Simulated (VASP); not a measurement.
Crystal: ZnS.

```xyz
4
Lattice="3.7850 0.0000 0.0000 -1.8925 3.2779 0.0000 0.0000 0.0000 6.2129" Properties=species:S:1:pos:R:3 pbc="T T T"
Zn    0.0000    2.1853    0.0025
Zn    1.8925    1.0926    3.1090
S     0.0000    2.1853    2.3273
S     1.8925    1.0926    5.4337
```

The cell was built by a generator and needn't be a form met in nature.

Base run:

| Quantity | Value |
| --- | --- |
| Program | VASP 6.6.1 |
| Functional | r2SCAN |
| Potentials or basis | VASP PAW PBE potentials, release 64 (Zn, S) |
| Cutoff | 520 eV |
| k mesh | 9 × 9 × 5 |
| Occupations | gaussian, width 0.03 eV |
| Spin | no spin polarisation |

Its results: band gap on the k mesh 2.87 eV, direct; pressure 1.4 GPa.

Task: The run is repeated on the same cell with these changes: functional from r2SCAN to PBEsol; further incar settings from ALGO = Normal; EDIFF = 1e-06; NBANDS = 26 to ALGO = Fast; EDIFF = 1e-06; NBANDS = 26. What comes out?

Result: Band gap on the k mesh 2.15 eV, direct; pressure -0.1 GPa.

Caveats: the PAW data sets were made with another functional, which shifts forces and pressure a little.
